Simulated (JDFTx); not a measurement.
## Zr in JDFTx: convergence with smearing width

Crystal: Zr.

```
Zr
1.0
     3.23200    0.00000    0.00000
    -1.61600    2.79899    0.00000
     0.00000    0.00000    5.14700
Zr
2
Cartesian
  1.5309 0.9887 3.9564
  0.0261 1.8667 1.3506
```

The cell isn't the ideal one: atoms moved at random, drawn with an rms of 0.15 Å.

- Program: JDFTx 1.7.0 (patched build)
- Task: convergence study
- Functional: PBEsol
- Potentials or basis: PseudoDojo-SR-PBEsol-0.4.1-standard with smoothed tails
- Cutoff: 898 eV
- Density cutoff: 7184 eV
- k mesh: 7 × 7 × 4
- Occupations: cold, width 0.3 eV
- Spin: no spin polarisation

These are the settings of the first run; the series varies smearing width, with any setting tied to it.

Hardware: 1 thread of Arm Neoverse V2 (shared host).

Task: The values tried are 0.3 eV, 0.2 eV, 0.15 eV, 0.1 eV, 0.05 eV, 0.025 eV, 0.01 eV, loosest first. From which on does the energy stay within 1 meV/atom of the tightest run that finished?

Result: From 0.1 eV on.

| smearing width | energy less the tightest run, at zero smearing (meV/atom) | pressure (GPa) | largest force (eV/Å) | SCF cycles | CPU time (s) | peak memory (GiB) |
| --- | --- | --- | --- | --- | --- | --- |
| 0.3 eV | -6.81 | -3.25 | 0.174 | 18 | 190 | 0.3 |
| 0.2 eV | -4.13 | -3.15 | 0.143 | 17 | 190 | 0.3 |
| 0.15 eV | -2.16 | -3.14 | 0.119 | 16 | 180 | 0.3 |
| 0.1 eV | -0.77 | -3.13 | 0.106 | 16 | 180 | 0.29 |
| 0.05 eV | -0.21 | -3.07 | 0.118 | 16 | 170 | 0.3 |
| 0.025 eV | -0.09 | -3.06 | 0.113 | 17 | 180 | 0.3 |
| 0.01 eV | 0.00 | -3.07 | 0.112 | 16 | 170 | 0.29 |

Against the tightest run, the pressure stays within 0.1 GPa from 0.2 eV on; the largest force stays within 0.005 eV/Å from 0.025 eV on. Narrower smearing needs a denser k mesh, so at a fixed mesh the narrowest width isn't the most accurate. The tightest run that finished is the yardstick and may itself not be fully converged.
